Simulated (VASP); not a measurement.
**Rb: single point with PBEsol**

Crystal: Rb.

```xyz
4
Lattice="4.9757 0.0000 0.0000 -2.4878 4.3091 0.0000 0.0000 0.0000 16.2505" Properties=species:S:1:pos:R:3 pbc="T T T"
Rb    0.0000    0.0000    0.0000
Rb    0.0000    0.0000    8.1253
Rb    0.0000    2.8727    4.0626
Rb    2.4878    1.4364   12.1879
```

This isn't the form of Rb at room conditions, which is bcc.

```yaml
Program: VASP 6.6.1
Task: single point
Functional: PBEsol
Potentials_or_basis: VASP PAW PBE potentials, release 64 (Rb_sv)
Cutoff: 520 eV
k_mesh: 8 × 8 × 3
Occupations: fermi-dirac, width 0.1 eV
Spin: no spin polarisation
```

```
Pressure               : 0.0 GPa
Band gap on the k mesh : none (metal or under the smearing width)
```

Levels at points of the mesh, in eV from the Fermi level:
```
           k point  band 14  band 15  band 16  band 17  band 18  band 19  band 20  band 21  band 22  band 23
(0.00, 0.00, 0.00)   -12.86   -12.86   -12.86    -2.02    -1.33    -1.33     0.13     0.70     2.34     2.35
(0.50, 0.00, 0.00)   -12.89   -12.88   -12.87     0.08     0.24     0.41     0.49     0.88     0.93     1.49
```

Run time: 3 min on 1 thread of AMD EPYC 9R45 (Zen 5), on a shared host, peak memory 0.47 GiB.

Caveat: the PAW data sets were made with another functional, which shifts forces and pressure a little.
